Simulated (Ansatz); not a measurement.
A trial structure of Al₂Au was built thus: random cell by space group and Wyckoff sites (F-43m, No. 216). Lengths were set from tabulated atomic sizes, so they are only a guess.

```cif
data_structure
_symmetry_space_group_name_H-M 'F-43m'
_symmetry_Int_Tables_number 216
_cell_length_a 6.3029
_cell_length_b 6.3029
_cell_length_c 6.3029
_cell_angle_alpha 90.000
_cell_angle_beta 90.000
_cell_angle_gamma 90.000
_cell_volume 250.40
loop_
_atom_site_label
_atom_site_type_symbol
_atom_site_symmetry_multiplicity
_atom_site_Wyckoff_symbol
_atom_site_fract_x
_atom_site_fract_y
_atom_site_fract_z
_atom_site_occupancy
Al1 Al 4 b 0.50000 0.00000 0.00000 1
Al2 Al 4 d 0.25000 0.25000 0.75000 1
Au1 Au 4 a 0.00000 0.00000 0.00000 1
```

Method: Ansatz, DFT PBE, scalar-relativistic, plane waves, PAW. Cutoff 420 eV, Gaussian smearing, Γ-centred meshes. Cell and atoms relax first on a coarse mesh and then on a finer one. In between, the cell is made exact in the group found at 0.06 Å. In metals the finer mesh still leaves noise of several meV/atom or more. The steps can't lower the symmetry of their start. No spin polarisation.

A guess keeps its type if space group and coordination stay and the shape of the cell changes little (axis ratios within about 15 %, angles within 6°); the volume may change.

**Question.** Does it keep its structure type, or change into something else?

**Answer.** It keeps its type: symmetry leaves only the cell edge free. The symmetry stays F-43m (No. 216). The volume per atom shrinks by 8.7 %, from 20.9 to 19.0 Å³. The shortest distance goes from 2.73 Å (Al–Au and Al–Al) to 2.65 Å (Al–Au and Al–Al). Counting neighbours within 15 % of an atom's shortest distance, the start has Al 4/8, Au 4 and the end Al 4/8, Au 4.

Energies over the elements count from the elements' standard structures at the same level, with no fitted energy shifts.

**Question.** At what energy does it end?

**Answer.** −0.11 eV/atom. Whether it is stable depends on the other phases of the system, which aren't compared here.

The last run used a 14×14×14 mesh for its 3-atom cell and Gaussian smearing of 0.10 eV. Spin–orbit coupling, which can matter for Au, is left out. Symmetry constrained the relaxation, so the result can be a saddle point.

In counts of neighbours, a slash parts the counts of unlike sites.
